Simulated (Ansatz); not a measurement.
AlSb (zinc blende), conventional cell a = b = c = 6.157 Å, α = β = γ = 90.00°. The calculation uses the primitive cell of 2 atoms, to which meshes and values per cell refer.

Two coordinates are scanned: the volume, and the ratio of the stretch along z (the conventional c axis) to the stretch across it. Atoms keep their fractional coordinates.

Level of theory: PBEsol (plane waves to 420 eV, PAW, scalar-relativistic; Ansatz, a quantum-chemistry and plane-wave program). k mesh 13×13×13 (Γ-centred), Fermi-Dirac smearing 0.05 eV. Energies are smeared free energies. AlSb was relaxed with its symmetry unable to fall. Spin-orbit coupling is left out, though Sb is heavy. ΔE is measured from the relaxed starting cell.

```csv
ΔE (meV/atom),V/V₀ = 0.960,V/V₀ = 0.980,V/V₀ = 1.000,V/V₀ = 1.020,V/V₀ = 1.040
(c/a)/(c/a)₀ = 0.880,38.9,33.9,33.2,?,42.7
(c/a)/(c/a)₀ = 0.940,16.4,?,8.6,10.7,16.3
(c/a)/(c/a)₀ = 1.000,8.5,2.1,0.0,1.9,7.2
(c/a)/(c/a)₀ = 1.060,17.0,?,9.0,?,16.6
(c/a)/(c/a)₀ = 1.120,43.1,37.5,?,38.9,44.9
```

Complete the blanks.


- (c/a)/(c/a)₀ = 0.880, V/V₀ = 1.020: 36.2
- (c/a)/(c/a)₀ = 0.940, V/V₀ = 0.980: 10.3
- (c/a)/(c/a)₀ = 1.060, V/V₀ = 0.980: 10.8
- (c/a)/(c/a)₀ = 1.060, V/V₀ = 1.020: 11.0
- (c/a)/(c/a)₀ = 1.120, V/V₀ = 1.000: 36.3

(A scan under strain: stresses follow from slopes of the energy per volume, elastic moduli from its curvatures.)
